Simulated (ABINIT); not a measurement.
Runs of ABINIT 10.8.3 (patched build) on FeO (Wuestite). Symmetry: Fm-3m, No. 225, cubic system. Conventional cell: a = 4.311 Å, b = 4.311 Å, c = 4.311 Å, α = 90.00°, β = 90.00°, γ = 90.00°. Around Fe (site symmetry m-3m) lie 6 O at 2.16 Å. Around O (site symmetry m-3m) lie 6 Fe at 2.16 Å. 

```csv
level,potentials or basis,k mesh,cutoff (eV),fine-grid cutoff,gap on the mesh (eV),moment (μB)
LDA,JTH PAW LDA v2.0,7 × 7 × 7,626,1224.51 eV,none,4.00
PBE,JTH PAW PBE v2.0,4 × 4 × 4,626,1224.51 eV,none,4.01
LDA,JTH PAW LDA v2.0,4 × 4 × 4,626,1224.51 eV,none,(a)
PBEsol,JTH PAW PBE v2.0,7 × 7 × 7,626,1224.51 eV,none,4.00
r2SCAN,JTH PAW PBE v2.0,4 × 4 × 4,762,1360.57 eV,none,4.03
```

Alike in all rows: task single point; spin collinear, ferromagnetic start; cell as given; smearing fermi-dirac 0.05 eV; the mesh is coarse, so values aren't converged.

**Question.** Estimate the missing entries.

**Answer.** (a) 3.98.

Caveats: all runs use coarse meshes; a cell with one magnetic atom can't hold antiferromagnetic order, which such compounds often take; semilocal functionals often make such compounds metallic where correlation or magnetic order opens a gap, which also shifts bond lengths.

A gap of «none» marks a metal or a gap under the smearing width.
